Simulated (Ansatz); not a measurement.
**Surface calculation: wurtzite AlN (10-10), 2 layers**

The slab is cut from the wurtzite crystal, which needn't be the stable phase, as relaxed on PAW files (10.64 Å³/atom), with 16 Å of vacuum and a dipole correction:

```
CELL_PARAMETERS angstrom
3.13016 0.00000 0.00000
0.00000 5.01811 0.00000
0.00000 0.00000 16.90360
ATOMIC_POSITIONS crystal
Al 0.75000 0.05924 0.47327
N 0.75000 0.44076 0.47327
Al 0.25000 0.55924 0.52673
N 0.25000 0.94076 0.52673
```

All numbers are PBE results (scalar-relativistic) from Ansatz 0.2.0, with a Γ-centred 10×6×1 k mesh, Fermi–Dirac smearing of 0.02 eV, no spin polarisation. Methods: LAPW: all electrons, basis error target 1 meV/atom; PAW: frozen-core files, cutoff 420 eV.

The bulk energy comes from a cell in the slab's orientation on a 10×6×6 mesh. The surface energy is (E(slab) − N·E(bulk))/2A at zero smearing, the mean of both faces; thin slabs carry quantum-size effects.

As cut, the LAPW slab lies 4.283 eV above 4 atoms of bulk. What surface energy is that?

Over two faces of 15.71 Å² it is 136.3 meV/Å², and times 16.02 J/m² per eV/Å² that gives γ = 2.185 J/m².

What do relaxation and the other method give?



```csv
method,γ as cut (J/m²),γ relaxed (J/m²)
LAPW,2.185,1.207
PAW,2.193,1.208
```

How do the spacings between the planes relax?

From the bottom face up: d12 -73.7 % of 0.904 Å. The outer plane rumples by 0.491 Å.

Where do the band edges lie?

On the k mesh: gap 3.09 eV, valence top 5.69 eV below the vacuum level.

What changes if the images along the normal are cut off in place of the dipole correction?

LAPW then gives: gap 3.09 eV, valence top 5.69 eV below the vacuum level; PAW: gap 3.08 eV, valence top 5.69 eV below the vacuum level.
